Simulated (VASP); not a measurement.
The system is Mo.

```xyz
1
Lattice="-1.5838 1.5838 1.5838 1.5838 -1.5838 1.5838 1.5838 1.5838 -1.5838" Properties=species:S:1:pos:R:3 pbc="T T T"
Mo    0.0000    0.0000    0.0000
```

| Item | Value |
| --- | --- |
| Program | VASP 6.6.1 |
| Task | relaxation of cell and atoms |
| Functional | BLYP |
| Potentials or basis | VASP PAW PBE potentials, release 64 (Mo_sv) |
| Cutoff | 600 eV |
| k mesh | 12 × 12 × 12 |
| Occupations | fermi-dirac, width 0.05 eV |
| Spin | no spin polarisation |

At the start: pressure 8.9 GPa; volume 15.89 Å³/atom.

Question: How do energy, volume and symmetry change on relaxing?

Answer: Over 4 steps the energy falls by 15.4 meV/atom and the volume is 16.46 Å³/atom (+3.6 %); space group Im-3m (No. 229, to 0.05 Å).

The path:
```tsv
step	energy change (eV)	largest force (eV/Å)	pressure (GPa)	volume (Å³)
1	0.0000	0.0000	8.94	15.89
2	0.0764	0.0000	-17.41	18.02
3	-0.0154	0.0000	-0.29	16.48
4	-0.0154	0.0000	-0.02	16.46
```

Final structure:
```xyz
1
Lattice="-1.6026 1.6026 1.6026 1.6026 -1.6026 1.6026 1.6026 1.6026 -1.6026" Properties=species:S:1:pos:R:3 pbc="T T T"
Mo    0.0000    0.0000    0.0000
```

Caveat: the PAW data sets were made with another functional, which shifts forces and pressure a little.
